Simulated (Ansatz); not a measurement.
Al2O3:

```
Al O
1.0
     4.61378    0.00000    0.00000
     0.00000    9.56328    0.00000
     0.00000    0.00000    3.11986
Al O
4 6
Cartesian
  4.5352 7.8856 0.0000
  0.0785 1.6777 0.0000
  2.2283 6.4593 1.5599
  2.3854 3.1040 1.5599
  2.3069 4.7816 1.5599
  0.5704 7.2016 1.5599
  1.7365 2.4200 0.0000
  2.8773 7.1433 0.0000
  0.0000 0.0000 0.0000
  4.0434 2.3617 1.5599
```

Measurements of this composition are mostly on another form, of space group No. 167.

```yaml
Program: Ansatz 0.2.0
Task: relaxation of cell and atoms
Functional: r2SCAN
Potentials_or_basis: Ansatz PAW
Cutoff: "500 eV (not typed: the program's choice for these potentials)"
k_mesh: 6 × 3 × 9
Occupations: fermi-dirac, width 0.05 eV
Spin: no spin polarisation
```

At the start: volume 13.77 Å³/atom.

Question: Where does the relaxation end?

Answer: It ends after 11 steps and the volume is 13.32 Å³/atom (-3.2 %); space group Pnnm (No. 58, to 0.05 Å).

The path:
```
step  energy change (eV)  largest force (eV/Å)  volume (Å³)
   1              0.0000                0.2093       137.66
   2             -0.0995                0.1571       136.51
   3             -0.1927                0.1168       135.64
   4             -0.2168                0.0663       135.54
   5             -0.2352                0.1697       135.97
   6             -0.2469                0.0560       134.26
   7             -0.2482                0.0158       133.91
   8             -0.2490                0.0371       133.37
   9             -0.2493                0.0092       133.22
  10             -0.2493                0.0089       133.23
  11             -0.2473                0.0093       133.23
```

Final structure:
```xyz
10
Lattice="4.6271 0.0000 0.0000 0.0000 9.6090 0.0000 0.0000 0.0000 2.9965" Properties=species:S:1:pos:R:3 pbc="T T T"
Al    5.0202    7.9831    0.0000
Al   -0.3931    1.6259    0.0000
Al    2.7066    6.4304    1.4982
Al    1.9204    3.1786    1.4982
O     2.3135    4.8045    1.4982
O     1.2358    7.4700    1.4982
O     1.0778    2.6654    0.0000
O     3.5493    6.9436    0.0000
O     0.0000    0.0000    0.0000
O     3.3913    2.1391    1.4982
```

Caveat: the plane-wave basis is chosen anew once the cell has moved, so the energies of steps on either side of that aren't comparable; the PAW data sets come from PBE, with cores solved anew for the run's functional, which leaves a small shift of forces and pressure.
